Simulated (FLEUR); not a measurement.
**Magnetic state of MnS (Rambergite) from several starts**

Does MnS (Rambergite) prefer parallel or opposed moments?

Method: PBE; all-electron FLAPW, Dirac cores, scalar-relativistic bands, in FLEUR MaX-R8.1.

The database entry behind the starting cell differs from later determinations by our own check (about 0.3 % short against later determinations), so it need not match the best structure at ambient conditions.

## 1. Starting point

It takes space group P6_3mc (No. 186, hexagonal). The conventional cell has a = 3.976 Å, b = 3.976 Å, c = 6.432 Å, α = 90.00°, β = 90.00°, γ = 120.00°. Nearest to Mn lie 4 S at 2.41 to 2.48 Å. Nearest to S lie 4 Mn at 2.41 to 2.48 Å. Farther neighbours and most contacts between anions are not listed.

## 2. Order 1, typed as ferro ++

The parallel start comes first: it shows whether parallel moments hold.

inpgen writes inp.xml from crystal.txt; cutoffs, mixing, functional, smearing and local orbitals are then set in the file. The k list default-1 (kpts.xml, not shown) is a Γ-centred 6×6×6 mesh; where the ranks do not divide the number of points, some are split in two of half the weight.

Contents of inp.xml:

```
<?xml version="1.0" encoding="UTF-8" standalone="no"?>
<fleurInput fleurInputVersion="0.39">
   <comment>
      MnS
   </comment>
   <calculationSetup>
      <cutoffs Kmax="4.29" Gmax="12.9" GmaxXC="12.9" numbands="0"/>
      <scfLoop itmax="90" minDistance="0.00002" maxIterBroyd="15" imix="Anderson" alpha="0.05" precondParam="0.0" spinf="2.0" sdNocoIR="T"/>
      <coreElectrons ctail="T" frcor="F" kcrel="0" coretail_lmax="0"/>
      <xcFunctional name="pbe" relativisticCorrections="F"/>
      <magnetism jspins="2"/>
      <soc l_soc="F" theta="0.0" phi="0.0" spav="F"/>
      <expertModes spex="0" secvar="F"/>
      <geometryOptimization l_f="F" forcealpha="1.0" forcemix="BFGS" epsdisp="0.00001" epsforce="0.00001"/>
      <ldaU l_linMix="F" mixParam="0.05" spinf="1.0"/>
   </calculationSetup>
   <cell>
      <bzIntegration valenceElectrons="42.0" mode="hist" fermiSmearingEnergy="0.00183747">
         <kPointListSelection listName="default-1"/>
         <xi:include xmlns:xi="http://www.w3.org/2001/XInclude" href="kpts.xml"> </xi:include>
      </bzIntegration>
      <xi:include xmlns:xi="http://www.w3.org/2001/XInclude" href="sym.xml"> </xi:include>
      <bulkLattice scale="1.0">
         <bravaisMatrix>
            <row-1>    7.5135510713529081     0.0000000000188973     0.0000000000000000</row-1>
            <row-2>   -3.7567755356859025     6.5069261004216132     0.0000000000000000</row-2>
            <row-3>    0.0000000000000000     0.0000000000000000    12.1547184334272007</row-3>
         </bravaisMatrix>
      </bulkLattice>
   </cell>
   <atomSpecies>
      <species name="Manganese 4.500" element="Mn" atomicNumber="25">
         <mtSphere radius="2.69" gridPoints="889" logIncrement="0.014"/>
         <atomicCutoffs lmax="10" lnonsphr="8"/>
         <electronConfig flipSpins="F">
            <coreConfig>(1s1/2) (2s1/2) (2p1/2) (2p3/2)</coreConfig>
            <valenceConfig>(3s1/2) (3p1/2) (3p3/2) (4s1/2) (3d3/2) (3d5/2)</valenceConfig>
            <stateOccupation state="(3d3/2)" spinUp="1.75" spinDown="0.25"/>
            <stateOccupation state="(3d5/2)" spinUp="3.0" spinDown="0.0"/>
         </electronConfig>
         <energyParameters s="4" p="4" d="3" f="4"/>
         <lo type="SCLO" l="0" n="3" eDeriv="0"/>
         <lo type="SCLO" l="1" n="3" eDeriv="0"/>
      </species>
      <species name="Sulfur (S)" element="S" atomicNumber="16">
         <mtSphere radius="1.75" gridPoints="579" logIncrement="0.02"/>
         <atomicCutoffs lmax="6" lnonsphr="4"/>
         <electronConfig flipSpins="F">
            <coreConfig>(1s1/2) (2s1/2) (2p1/2) (2p3/2)</coreConfig>
            <valenceConfig>(3s1/2) (3p1/2) (3p3/2)</valenceConfig>
            <stateOccupation state="(3p1/2)" spinUp="0.666667" spinDown="0.666667"/>
            <stateOccupation state="(3p3/2)" spinUp="1.333333" spinDown="1.333333"/>
         </electronConfig>
         <energyParameters s="3" p="3" d="3" f="4"/>
      </species>
   </atomSpecies>
   <atomGroups>
      <atomGroup species="Manganese 4.500">
         <relPos label="                   1">1.000/3.000 -1.000/3.000 .0000000000</relPos>
         <relPos label="                   2">-1.000/3.000 1.000/3.000 1.000/2.000</relPos>
         <force calculate="T" relaxXYZ="TTT"/>
      </atomGroup>
      <atomGroup species="Sulfur (S)">
         <relPos label="                   3">1.000/3.000 -1.000/3.000 .3850000000</relPos>
         <relPos label="                   4">-1.000/3.000 1.000/3.000 -.1150000000</relPos>
         <force calculate="T" relaxXYZ="TTT"/>
      </atomGroup>
   </atomGroups>
   <output dos="F" band="F" slice="F">
      <bandDOS minEnergy="-.5*Htr" maxEnergy="0.5*Htr" sigma="0.015" storeEVData="T"/>
      <plotting iplot="0" polar="F">
         <plot TwoD="T" vec1="  1.0  0.0  0.0" vec2="  0.0  1.0  0.0" vec3="  0.0  0.0  1.0" zero="  0.0  0.0  0.0" file="plot"/>
      </plotting>
      <moessbauerParams electricFieldGradient="F" isomerShift="F" coreHyperfine="F" valenceHyperfine="F"/>
   </output>
</fleurInput>
```

Contents of crystal.txt:

```
MnS
&input film=F cartesian=F /
3.97599999997  0.00000000001  0.00000000000
-1.98799999999  3.44331700542  0.00000000000
0.00000000000  0.00000000000  6.43200000000
1.8897261246
1.0 1.0 1.0

4
25 0.33333333333  0.66666666667  0.00000000000 : 4.500
25 0.66666666667  0.33333333333  0.50000000000 : 4.500
16 0.33333333333  0.66666666667  0.38500000000
16 0.66666666667  0.33333333333  0.88500000000

&kpt div1=6 div2=6 div3=6 gamma=T /
```

Started as:

```sh
OMP_NUM_THREADS=1 inpgen -f crystal.txt > inpgen.log  # inp.xml is then edited as shown
OMP_NUM_THREADS=1 mpirun -n 4 fleur_MPI > fleur.log
```

Log:

```text
Welcome to FLEUR        (www.flapw.de)
      MaX-Release 8.1          (www.max-centre.eu)

 ========== k-point set info ==========
 Selected k-point list: default-1
 k-point list type: mesh
 6 x 6 x 6
 Number of k points: 28

 ------------Calculation Setup---------------------------
 Number of MPI-tasks      :            4
 Number of PE/node        :            4
 Number of OMP-threads    :            1
 k-points in parallel     :            4
 pe's per k-point         :            1
 No of k-point loops      :            7
 Eigenvalue solver        :       lapack
 Number of basis functions:          832
 Approximate size of matrices (H+S) per k-point:         0.021 GB
 --------------------------------------------------------
 Iteration:     1   Distance:       9.03600661 me/bohr^3
 Iteration:     2   Distance:       8.29200074 me/bohr^3
 Iteration:     3   Distance:       4.70611856 me/bohr^3
 Iteration:     4   Distance:       3.67137670 me/bohr^3
 Iteration:     5   Distance:       2.12566347 me/bohr^3
 Iteration:     6   Distance:       0.46889985 me/bohr^3
 Iteration:     7   Distance:       0.39845786 me/bohr^3
 Iteration:     8   Distance:       0.09996270 me/bohr^3
 Iteration:     9   Distance:       0.06639765 me/bohr^3
 Iteration:    10   Distance:       0.01416503 me/bohr^3
 Iteration:    11   Distance:       0.00910490 me/bohr^3
 Iteration:    12   Distance:       0.00380605 me/bohr^3
 Iteration:    13   Distance:       0.00327024 me/bohr^3
 Iteration:    14   Distance:       0.00066810 me/bohr^3
 Iteration:    15   Distance:       0.00051247 me/bohr^3
 Iteration:    16   Distance:       0.00049146 me/bohr^3
 Iteration:    17   Distance:       0.00033757 me/bohr^3
 Iteration:    18   Distance:       0.00011792 me/bohr^3
 Iteration:    19   Distance:       0.00003065 me/bohr^3
 Iteration:    20   Distance:       0.00000856 me/bohr^3

 ********************************************************************
 Run finished successfully
 Stop message:
   all done
 ********************************************************************

--- out.xml (last complete iteration) ---
<iteration numberForCurrentRun="   20" overallNumber="   20">
         <energyParameters units="Htr">
            <atomicEP atomType="1" spin="1" branch="4s" branchLowest="-2.82" branchHighest="1.02" value="0.0609704525"/>
            <atomicEP atomType="1" spin="1" branch="4p" branchLowest="-1.67" branchHighest="1.48" value="0.1996741329"/>
            <atomicEP atomType="1" spin="1" branch="3d" branchLowest="-9.99" branchHighest="0.14" value="0.0689013213"/>
            <atomicEP atomType="1" spin="1" branch="4f" branchLowest="-9.99" branchHighest="2.49" value="0.5161878838"/>
            <loAtomicEP atomType="1" spin="1" branch="3s" branchLowest="-26.94" branchHighest="-2.82" value="-2.8257756522"/>
            <loAtomicEP atomType="1" spin="1" branch="3p" branchLowest="-22.75" branchHighest="-1.67" value="-1.6775475350"/>
            <atomicEP atomType="2" spin="1" branch="3s" branchLowest="-7.37" branchHighest="1.29" value="-0.4613591345"/>
            <atomicEP atomType="2" spin="1" branch="3p" branchLowest="-5.34" branchHighest="1.88" value="-0.2276324692"/>
            <atomicEP atomType="2" spin="1" branch="3d" branchLowest="-9.99" branchHighest="2.38" value="-0.0190865720"/>
            <atomicEP atomType="2" spin="1" branch="4f" branchLowest="-9.99" branchHighest="5.74" value="0.1457200429"/>
            <atomicEP atomType="1" spin="2" branch="4s" branchLowest="-2.65" branchHighest="1.14" value="0.1139377013"/>
            <atomicEP atomType="1" spin="2" branch="4p" branchLowest="-1.50" branchHighest="1.60" value="0.2423809621"/>
            <atomicEP atomType="1" spin="2" branch="3d" branchLowest="-9.99" branchHighest="0.31" value="0.2109765250"/>
            <atomicEP atomType="1" spin="2" branch="4f" branchLowest="-9.99" branchHighest="2.61" value="0.5500021031"/>
            <loAtomicEP atomType="1" spin="2" branch="3s" branchLowest="-26.87" branchHighest="-2.65" value="-2.6530814589"/>
            <loAtomicEP atomType="1" spin="2" branch="3p" branchLowest="-22.70" branchHighest="-1.50" value="-1.5079876726"/>
            <atomicEP atomType="2" spin="2" branch="3s" branchLowest="-7.37" branchHighest="1.29" value="-0.4543877578"/>
            <atomicEP atomType="2" spin="2" branch="3p" branchLowest="-5.34" branchHighest="1.89" value="-0.2208892348"/>
            <atomicEP atomType="2" spin="2" branch="3d" branchLowest="-9.99" branchHighest="2.38" value="-0.0124749494"/>
            <atomicEP atomType="2" spin="2" branch="4f" branchLowest="-9.99" branchHighest="5.74" value="0.1523190192"/>
         </energyParameters>
         <bandgap value="0.0409050925" units="eV"/>
         <sumValenceSingleParticleEnergies value="-29.8864197646" units="Htr"/>
         <FermiEnergy value="0.1898883691" units="Htr"/>
         <valenceDensity>
            <mtCharges spin="1">
               <mtCharge atomType="1" total="9.3875698" s="1.2524663" p="3.3034806" d="4.7879622" f="0.0310816"/>
               <mtCharge atomType="2" total="1.5699065" s="0.5513542" p="0.9991500" d="0.0180268" f="0.0011683"/>
            </mtCharges>
            <mtCharges spin="2">
               <mtCharge atomType="1" total="4.8518762" s="1.1811183" p="3.1971401" d="0.4328251" f="0.0286639"/>
               <mtCharge atomType="2" total="1.4727425" s="0.5408481" p="0.9290340" d="0.0026989" f="0.0001061"/>
            </mtCharges>
            <spinDependentCharge spin="1" total="25.9591653" interstitial="4.0442127" mtSpheres="21.9149527"/>
            <spinDependentCharge spin="2" total="16.0408347" interstitial="3.3915974" mtSpheres="12.6492373"/>
            <totalCharge value="42.0000000000"/>
         </valenceDensity>
         <coreStates atomType="     1" atomicNumber=" 25" spin="1" kinEnergy="    526.6777316160" eigValSum="   -331.0280250565" lostElectrons=" 0.000000">
            <state n="1" l="0" j="0.5" energy="-235.8180493596" weight="1.0000000000"/>
            <state n="2" l="0" j="0.5" energy="-26.9427286867" weight="1.0000000000"/>
            <state n="2" l="1" j="0.5" energy="-23.0108488809" weight="1.0000000000"/>
            <state n="2" l="1" j="1.5" energy="-22.6281990647" weight="2.0000000000"/>
         </coreStates>
         <coreStates atomType="     1" atomicNumber=" 25" spin="2" kinEnergy="    527.4042544897" eigValSum="   -330.8000903727" lostElectrons=" 0.000000">
            <state n="1" l="0" j="0.5" energy="-235.8182348141" weight="1.0000000000"/>
            <state n="2" l="0" j="0.5" energy="-26.8733272402" weight="1.0000000000"/>
            <state n="2" l="1" j="0.5" energy="-22.9588925924" weight="1.0000000000"/>
            <state n="2" l="1" j="1.5" energy="-22.5748178630" weight="2.0000000000"/>
         </coreStates>
         <coreStates atomType="     2" atomicNumber=" 16" spin="1" kinEnergy="    193.7963508953" eigValSum="   -111.4090515254" lostElectrons=" 0.000690">
            <state n="1" l="0" j="0.5" energy="-87.9979687243" weight="1.0000000000"/>
            <state n="2" l="0" j="0.5" energy="-7.3747004179" weight="1.0000000000"/>
            <state n="2" l="1" j="0.5" energy="-5.3763701639" weight="1.0000000000"/>
            <state n="2" l="1" j="1.5" energy="-5.3300061096" weight="2.0000000000"/>
         </coreStates>
         <coreStates atomType="     2" atomicNumber=" 16" spin="2" kinEnergy="    193.7961675918" eigValSum="   -111.4030570444" lostElectrons=" 0.000687">
            <state n="1" l="0" j="0.5" energy="-87.9970218769" weight="1.0000000000"/>
            <state n="2" l="0" j="0.5" energy="-7.3736592796" weight="1.0000000000"/>
            <state n="2" l="1" j="0.5" energy="-5.3750332774" weight="1.0000000000"/>
            <state n="2" l="1" j="1.5" energy="-5.3286713053" weight="2.0000000000"/>
         </coreStates>
         <allElectronCharges>
            <spinDependentCharge spin="1" total="45.9591653" interstitial="4.0455518" mtSpheres="41.9136135"/>
            <spinDependentCharge spin="2" total="36.0408347" interstitial="3.3929310" mtSpheres="32.6479037"/>
            <totalCharge value="81.9999999852"/>
         </allElectronCharges>
         <magneticMomentsInMTSpheres units="muBohr">
            <globalMagMoment atomType="1" vec="0.00000   0.00000   4.53569"/>
            <localMagMoment atomType="1" vec="0.00000   0.00000   4.53569"/>
            <globalMagMoment atomType="2" vec="0.00000   0.00000   0.09716"/>
            <localMagMoment atomType="2" vec="0.00000   0.00000   0.09716"/>
         </magneticMomentsInMTSpheres>
         <moessbauerParams unitsHFF="kG" unitsIS="e/bohr^3" unitsEFG="Htr/bohr^2">
         </moessbauerParams>
         <totalEnergy value="    -3115.7786713905" units="Htr">
            <sumOfEigenvalues value="    -1799.1668677626">
               <coreElectrons value="-1769.2804479979"/>
               <valenceElectrons value="-29.8864197646"/>
            </sumOfEigenvalues>
            <densityCoulombPotentialIntegral value="-4745.4812577785"/>
            <densityEffectivePotentialIntegral value="-4947.7343042322"/>
            <chargeDenXCDenIntegral value="-156.0742249735"/>
            <FockExchangeEnergyValence value="0.0000000000"/>
            <FockExchangeEnergyCore value="0.0000000000"/>
            <atomTypeDependentContributions atomType="1">
               <electronNucleiInteractionDifferentMTs value="2765.6026641221"/>
               <MadelungTerm value="-11.7685612713"/>
            </atomTypeDependentContributions>
            <atomTypeDependentContributions atomType="2">
               <electronNucleiInteractionDifferentMTs value="932.8171675041"/>
               <MadelungTerm value="-25.3428610999"/>
            </atomTypeDependentContributions>
            <tkbTimesEntropy value="0.0003045504"/>
            <freeEnergy value="-3115.7789759409"/>
            <extrapolationTo0K value="-3115.7788236657"/>
         </totalEnergy>
         <densityConvergence units="me/bohr^3">
            <chargeDensity spin="1" distance="0.0000045160"/>
            <chargeDensity spin="2" distance="0.0000052131"/>
            <overallChargeDensity distance="0.0000085557"/>
            <spinDensity distance="0.0000046842"/>
         </densityConvergence>
      </iteration>
```

Wall time 3.2 min (4 MPI ranks of Arm Neoverse V1, shared host); peak memory 0.38 GiB; 13 min of CPU time.

Spin moment in the muffin-tin sphere by atom:

```tsv
atom	spin moment in the muffin-tin sphere (μB)
Mn1	4.54
Mn2	4.54
S3	0.10
S4	0.10
```

This step gave:

| Quantity | Value |
| --- | --- |
| free energy | -84784.6652 eV |
| program's band gap on this mesh (in a metal only a level spacing) | 0.04091 eV |
| magnetization | 9.918 μB |
| final state | ferromagnetic |

After 20 cycles the largest moment stands at 4.54 μB.

[end of part 1 of 3]

[Logs and program files are shortened in this print: banners, set-up blocks, solver, clock and traceback lines can be left out without a mark of their own.]

[Logs are printed without paths, hosts, clocks, repeated set-up lines and the standing remarks that a program may print on its own settings, such as how far it seeks lower states.]

[Hosts, paths, dates, database ids (printed as entryN), source tags and the programs' standing remarks are cut or masked in the printed files.]

[Where a cell is said to come from a database of computed structures, the database is the Materials Project.]
